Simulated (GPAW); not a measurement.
# Ir (Fm-3m) in GPAW: reference runs

Reference runs on Ir: the cell as given and a disturbed copy.

Everything below comes from runs of GPAW 26.7.0. Logs are shortened: lines on timing, memory, paths and dates and some standing lists are left out, and cuts for length are marked. The log counts tension as positive stress, the text compression.

### Step 1. The crystal as given

The structure is cubic, space group Fm-3m (No. 225). Conventional cell: a = 3.831 Å, b = 3.831 Å, c = 3.831 Å, α = 90.00°, β = 90.00°, γ = 90.00°. Around Ir (site symmetry m-3m) lie 12 Ir at 2.71 Å.

### Step 2. Single point, PBEsol

run.py

```python
from ase import Atoms
from ase.dft.bandgap import bandgap
from ase.io import write
from ase.units import Bohr, GPa
from gpaw import GPAW, PW, setup_paths
from gpaw.elf import elf_from_dft_calculation

setup_paths.insert(0, '.')

atoms = Atoms(['Ir'],
              cell=[[0.0, 1.9156, 1.9156],
                    [1.9156, 0.0, 1.9156],
                    [1.9156, 1.9156, 0.0]],
              scaled_positions=[[0.0, 0.0, 0.0]],
              pbc=True)

calc = GPAW(mode=PW(600),
            xc='PBEsol',
            kpts={'size': (12, 12, 12), 'gamma': True},
            occupations={'name': 'fermi-dirac', 'width': 0.05},
            nbands=16,
            convergence={'density': 1e-05, 'energy': 1e-05},
            maxiter=150,
            txt='gpaw.txt')
atoms.calc = calc
energy = atoms.get_potential_energy()
forces = atoms.get_forces()
stress = atoms.get_stress()
calc.write('gs.gpw')
write('result.traj', atoms)
print(f'Energy: {energy:.6f} eV')
print('Forces (eV/A):')
print(forces.round(4))
print('Stress (GPa):', (stress / GPa).round(3))
print('Fermi level:', round(calc.get_fermi_level(), 4), 'eV')
print(f'Gap: {bandgap(calc)[0]:.4f} eV, direct: {bandgap(calc, direct=True)[0]:.4f} eV')

# fields on the real-space grid
write('density.cube', atoms, data=calc.get_pseudo_density() * Bohr**3)
write('potential.cube', atoms, data=calc.get_electrostatic_potential())
write('elf.cube', atoms, data=elf_from_dft_calculation(calc).data)
```

Potentials or basis: PAW data sets generated in the run's folder for this functional, pw.

Run with:

```console
$ gpaw-setup -f PBEsol Ir
$ OMP_NUM_THREADS=1 python run.py
```

gpaw.txt:

```text
__  _  _
 | _ |_)|_||  |
 |__||  | ||/\| - 26.7.0

Input parameters:
  mode=PW(ecut=600.0),
  convergence={'density': 1e-05, 'energy': 1e-05},
  kpts=MonkhorstPack(size=(12, 12, 12), gamma=True),
  maxiter=150,
  nbands=16,
  occupations=Occupations(name='fermi-dirac', width=0.05),
  xc=XC(name='PBEsol')

Diagonalizing LCAO Hamiltonian
Converting LCAO to pw mode

       Ir

Atoms  # Å, Bohr magnetons
|   | symbol |        x |        y |        z |    initial magnetic moments |
|---|--------|----------|----------|----------|-----------------------------|
| 0 |     Ir | 0.000000 | 0.000000 | 0.000000 | ( 0.0000,  0.0000,  0.0000) |

Unit cell  # Å
| periodic |        x |        y |        z |  lengths |    angles |
|----------|----------|----------|----------|----------|-----------|
|      yes | 0.000000 | 1.915600 | 1.915600 | 2.709068 | 60.000000 |
|      yes | 1.915600 | 0.000000 | 1.915600 | 2.709068 | 60.000000 |
|      yes | 1.915600 | 1.915600 | 0.000000 | 2.709068 | 60.000000 |

Number of symmetries: 48
Symmetry operations  # r_c * U_cc + t_c -> r_c
|    | kind |            matrix            |
|----|------|------------------------------|
|  0 |  σ   |  1, 0, 0,  1, 0,-1,  1,-1, 0 |
|  1 |  C2  |  1, 0, 0,  1,-1, 0,  1, 0,-1 |
|  2 |  E   |  1, 0, 0,  0, 1, 0,  0, 0, 1 |
|  3 |  σ   |  1, 0, 0,  0, 0, 1,  0, 1, 0 |
|  4 |  C4  |  1, 0,-1,  1, 0, 0,  1,-1, 0 |
|  5 |  S6  |  1, 0,-1,  1,-1, 0,  1, 0, 0 |
|  6 |  σ   |  1, 0,-1,  0, 1,-1,  0, 0,-1 |
|  7 |  C3  |  1, 0,-1,  0, 0,-1,  0, 1,-1 |
|  8 |  S6  |  1,-1, 0,  1, 0, 0,  1, 0,-1 |
|  9 |  C4  |  1,-1, 0,  1, 0,-1,  1, 0, 0 |
| 10 |  C3  |  1,-1, 0,  0,-1, 1,  0,-1, 0 |
| 11 |  σ   |  1,-1, 0,  0,-1, 0,  0,-1, 1 |
| 12 |  σ   |  0, 1, 0,  1, 0, 0,  0, 0, 1 |
| 13 |  C4  |  0, 1, 0,  0, 1,-1, -1, 1, 0 |
| 14 |  C3  |  0, 1, 0,  0, 0, 1,  1, 0, 0 |
| 15 |  S6  |  0, 1, 0, -1, 1, 0,  0, 1,-1 |
| 16 |  C2  |  0, 1,-1,  1, 0,-1,  0, 0,-1 |
| 17 |  σ   |  0, 1,-1,  0, 1, 0, -1, 1, 0 |
| 18 |  S4  |  0, 1,-1,  0, 0,-1,  1, 0,-1 |
| 19 |  C4  |  0, 1,-1, -1, 1, 0,  0, 1, 0 |
| 20 |  C3  |  0, 0, 1,  1, 0, 0,  0, 1, 0 |
| 21 |  σ   |  0, 0, 1,  0, 1, 0,  1, 0, 0 |
| 22 |  S6  |  0, 0, 1,  0,-1, 1, -1, 0, 1 |
| 23 |  C4  |  0, 0, 1, -1, 0, 1,  0,-1, 1 |
| 24 |  S4  |  0, 0,-1,  1, 0,-1,  0, 1,-1 |
| 25 |  C3  |  0, 0,-1,  0, 1,-1,  1, 0,-1 |
| 26 |  C2  |  0, 0,-1,  0,-1, 0, -1, 0, 0 |
| 27 |  S6  |  0, 0,-1, -1, 0, 0,  0,-1, 0 |
| 28 |  S4  |  0,-1, 1,  1,-1, 0,  0,-1, 0 |
| 29 |  C4  |  0,-1, 1,  0, 0, 1, -1, 0, 1 |
| 30 |  C2  |  0,-1, 1,  0,-1, 0,  1,-1, 0 |
| 31 |  σ   |  0,-1, 1, -1, 0, 1,  0, 0, 1 |
| 32 |  C3  |  0,-1, 0,  1,-1, 0,  0,-1, 1 |
| 33 |  S6  |  0,-1, 0,  0, 0,-1, -1, 0, 0 |
| 34 |  S4  |  0,-1, 0,  0,-1, 1,  1,-1, 0 |
| 35 |  C2  |  0,-1, 0, -1, 0, 0,  0, 0,-1 |
| 36 |  C2  | -1, 1, 0,  0, 1, 0,  0, 1,-1 |
| 37 |  S6  | -1, 1, 0,  0, 1,-1,  0, 1, 0 |
| 38 |  S4  | -1, 1, 0, -1, 0, 1, -1, 0, 0 |
| 39 |  C3  | -1, 1, 0, -1, 0, 0, -1, 0, 1 |
| 40 |  S6  | -1, 0, 1,  0, 0, 1,  0,-1, 1 |
| 41 |  C2  | -1, 0, 1,  0,-1, 1,  0, 0, 1 |
| 42 |  C3  | -1, 0, 1, -1, 1, 0, -1, 0, 0 |
| 43 |  S4  | -1, 0, 1, -1, 0, 0, -1, 1, 0 |
| 44 |  C2  | -1, 0, 0,  0, 0,-1,  0,-1, 0 |
| 45 |  i   | -1, 0, 0,  0,-1, 0,  0, 0,-1 |
| 46 |  σ   | -1, 0, 0, -1, 1, 0, -1, 0, 1 |
| 47 |  C2  | -1, 0, 0, -1, 0, 1, -1, 1, 0 |

BZ-sampling:
  Number of BZ points: 1728
  Number of IBZ points: 72

  Monkhorst-Pack size: [12, 12, 12]
  Monkhorst-Pack shift: [0.041666666666666664, 0.041666666666666664, 0.041666666666666664]

K-points  # in reciprocal-cell coordinates
|     |                                coordinates |     weight |
|-----|--------------------------------------------|------------|
|   0 | ( -0.00000000,  -0.00000000,  -0.00000000) | 0.00057870 |
|   1 | (  0.08333333,   0.08333333,  -0.00000000) | 0.00347222 |
|   2 | (  0.08333333,   0.08333333,   0.08333333) | 0.00462963 |
|   3 | (  0.16666667,   0.08333333,   0.08333333) | 0.00694444 |
|   4 | (  0.16666667,   0.16666667,  -0.00000000) | 0.00347222 |
|   5 | (  0.16666667,   0.16666667,   0.08333333) | 0.01388889 |
|   6 | (  0.16666667,   0.16666667,   0.16666667) | 0.00462963 |
|   7 | (  0.25000000,   0.16666667,   0.08333333) | 0.01388889 |
|   8 | (  0.25000000,   0.16666667,   0.16666667) | 0.01388889 |
|   9 | (  0.25000000,   0.25000000,  -0.00000000) | 0.00347222 |
| ... |                                            |            |
|  71 | (  0.50000000,   0.50000000,   0.50000000) | 0.00231481 |

Plane wave coefficients: 495
Cutoff: 600.0 eV

Spin-components: 1 (collinear spins)
Bands:           16
Projectors:      6
Spin-degeneracy: 2
Datatype:        complex128

Parallelization:
  kpt:    1
  domain: 1
  band:   1

Density:
  Valence electrons: 15.0
  Components: 1
  Grid points: [16 16 16]
  Charge: 0.0  # |e|

Potential:
  Grid points: [16 16 16]

species:
  Ir:
    name:    Iridium
    Z:       77.0
    valence: 15
    core:    62
    charge:  0.0  # [|e|]
    compensation charges:
      type: gauss
      rc: 0.40  # [Å]
      lmax: 2
    cutoffs:
      filter: 2.40  # [Å]
      core: 2.36  # [Å]
    projectors
    | kind |    occ | energy [eV] | rcut [Å] |
    |------|--------|-------------|----------|
    |   6s |  2.000 |      -6.350 |    1.296 |
    |   5p |  6.000 |     -54.763 |    1.328 |
    |   6p |  0.000 |      -1.184 |    1.328 |
    |   5d |  7.000 |      -7.197 |    1.286 |
    |    s |        |      20.861 |    1.296 |
    |    d |        |      20.014 |    1.286 |

    Using partial waves for Ir as LCAO basis

Reference energy: -484347.881821  # eV

eigensolver:
  PPCG
  Converge bands: occupied
  niter=2

density mixing:
  MSR1-Mixer
  Pratt-step length: 0.05
  Maximum mixing coefficient: 0.75
  Old densities: 10
  SVD Regularization: 0.005
  Good broyden scale: 1.0
  Trust region scale: 1.0
  Backstep threshold: 4.0
  History deletion threshold: 6.0
  Fourier metric: weight=20.0, sigma=0.015

occupation numbers:
  Fermi-Dirac:
    width: 0.0500  # eV

poisson solver:
  ecut: 4800.0  # eV

xc functional:
  name: PBEsol with 2 nearest neighbor stencil

convergence criteria:
- Maximum integral of absolute [dens]ity change: 1e-05 electrons / valence electron
- Maximum [total energy] change in last 3 cyles: 1e-05 eV / valence electron
- Maximum integral of absolute [eigenst]ate change: 4e-08 eV^2 / valence electron
maximum number of iterations: 150

SCF iterations
|iter     | |      energy | eigst |  dens |
|---------|-|-------------|-------|-------|
|iter:   1| |  -10.445916 | +0.11 |       |
|iter:   2| |  -10.426325 | -2.87 | -1.43 |
|iter:   3| |  -10.356315 | -2.56 | -1.47 |
|iter:   4| |  -10.363839 | -3.46 | -2.13 |
|iter:   5| |  -10.367586 | -3.26 | -2.41 |
|iter:   6| |  -10.367597 | -5.93 | -3.67 |
|iter:   7| |  -10.367598c| -6.40 | -3.93 |
|iter:   8| |  -10.367598c| -7.92c| -5.49c|

Converged in 8 steps
Energy contributions relative to reference atoms: (reference = -484347.881821)

Energy contributions:
  Kinetic:           2.981126
  Coulomb:          -2.629022
  Zero:             -0.241937
  External:          0.000000
  Xc:              -10.475415
  Entropy:          -0.004700
  Spinorbit:         0.000000
  ----------------------------
  Free energy:     -10.369948
  Extrapolated:    -10.367598

dipole moment: (-13.939100, -13.939100, -13.939100)  # |e|*Ang

Fermi level: 14.939
Eigenvalues  # (at kpt = [-0.000, -0.000, -0.000])
| band index |      eig [eV] | occ [0-2] |
|------------|---------------|-----------|
|          0 |       -34.544 |     2.000 |
|          1 |       -34.544 |     2.000 |
|          2 |       -34.544 |     2.000 |
|          3 |         3.724 |     2.000 |
|          4 |        10.979 |     2.000 |
|          5 |        10.979 |     2.000 |
[... 8 lines left out ...]
|         14 |        48.826 |     0.000 |
|         15 |        48.826 |     0.000 |

No gap
No difference between direct/indirect transitions

Forces  # eV/Ang
|       x |       y |       z |
|---------|---------|---------|
| 0.00000 | 0.00000 | 0.00000 |  # Ir   0

Stress tensor  # eV/Ang^3
|        x |        y |        z |
|----------|----------|----------|
| 0.012340 | 0.000000 | 0.000000 |
| 0.000000 | 0.012340 | 0.000000 |
| 0.000000 | 0.000000 | 0.012340 |

# Writing to gs.gpw (mode='')
```

Run time: 12 s. Hardware: 1 thread of Arm Neoverse V2, shared host; peak memory 0.13 GiB.

What came out:

| Quantity | Value |
| --- | --- |
| Free energy | -10.3699 eV |
| Pressure | -2.0 GPa |
| Band gap on the k mesh | none (metal or under the smearing width) |

### Step 3. Single point, PBEsol (cell strained at random at fixed volume)

run.py

```python
from ase import Atoms
from ase.dft.bandgap import bandgap
from ase.io import write
from ase.units import GPa
from gpaw import GPAW, PW, setup_paths

setup_paths.insert(0, '.')

atoms = Atoms(['Ir'],
              cell=[[-0.009028, 1.958366, 1.938921],
                    [1.898389, 0.022898, 1.906995],
                    [1.899679, 1.927729, 0.021608]],
              scaled_positions=[[-0.002339, -0.003161, -0.014252]],
              pbc=True)

calc = GPAW(mode=PW(600),
            xc='PBEsol',
            kpts={'size': (12, 12, 12), 'gamma': True},
            occupations={'name': 'fermi-dirac', 'width': 0.05},
            nbands=16,
            convergence={'density': 1e-05, 'energy': 1e-05},
            maxiter=150,
            txt='gpaw.txt')
atoms.calc = calc
energy = atoms.get_potential_energy()
forces = atoms.get_forces()
stress = atoms.get_stress()
calc.write('gs.gpw')
write('result.traj', atoms)
print(f'Energy: {energy:.6f} eV')
print('Forces (eV/A):')
print(forces.round(4))
print('Stress (GPa):', (stress / GPa).round(3))
print('Fermi level:', round(calc.get_fermi_level(), 4), 'eV')
print(f'Gap: {bandgap(calc)[0]:.4f} eV, direct: {bandgap(calc, direct=True)[0]:.4f} eV')
```

Potentials or basis: PAW data sets generated in the run's folder for this functional, pw.

Run with:

```console
$ gpaw-setup -f PBEsol Ir
$ OMP_NUM_THREADS=1 python run.py
```

Run time: 89 s. Hardware: 1 thread of Arm Neoverse V2, shared host; peak memory 0.3 GiB.

The run converged. Its results:

```
Free energy            : -10.3574 eV
Pressure               : -1.6 GPa
Band gap on the k mesh : none (metal or under the smearing width)
```

Stress tensor (GPa, compression positive):
```
 0.56  1.22  1.71
 1.22 -4.69 -8.20
 1.71 -8.20 -0.67
```

Levels at points of the mesh, in eV from the Fermi level:
| k point | band 3 | band 4 | band 5 | band 6 | band 7 | band 8 | band 9 | band 10 | band 11 | band 12 |
| --- | --- | --- | --- | --- | --- | --- | --- | --- | --- | --- |
| (0.00, 0.00, 0.00) | -49.46 | -11.21 | -4.22 | -3.89 | -3.76 | -1.33 | -1.10 | 13.90 | 18.98 | 19.79 |
| (0.00, 0.00, 0.50) | -49.59 | -8.15 | -4.37 | -3.81 | -0.72 | 0.85 | 1.02 | 7.53 | 13.36 | 19.02 |
| (0.00, 0.50, 0.00) | -49.59 | -8.15 | -4.34 | -3.85 | -0.71 | 0.83 | 1.04 | 7.56 | 13.35 | 19.03 |
| (0.00, 0.50, 0.50) | -49.76 | -8.00 | -7.43 | 0.85 | 1.42 | 1.56 | 1.76 | 10.78 | 10.90 | 11.95 |
| (0.50, 0.00, 0.00) | -49.56 | -8.22 | -4.13 | -3.90 | -1.04 | 0.69 | 0.97 | 7.05 | 13.62 | 19.65 |
| (0.50, 0.00, 0.50) | -49.75 | -8.02 | -7.41 | 0.84 | 1.45 | 1.47 | 1.49 | 10.39 | 11.58 | 11.79 |
| (0.50, 0.50, 0.00) | -49.77 | -8.01 | -7.42 | 0.81 | 1.42 | 1.57 | 1.67 | 10.67 | 11.39 | 11.62 |
| (0.50, 0.50, 0.50) | -49.57 | -8.20 | -4.19 | -3.87 | -0.95 | 0.66 | 1.03 | 7.20 | 13.55 | 19.45 |

Spin-orbit coupling is left out, which matters for the levels of Ir.
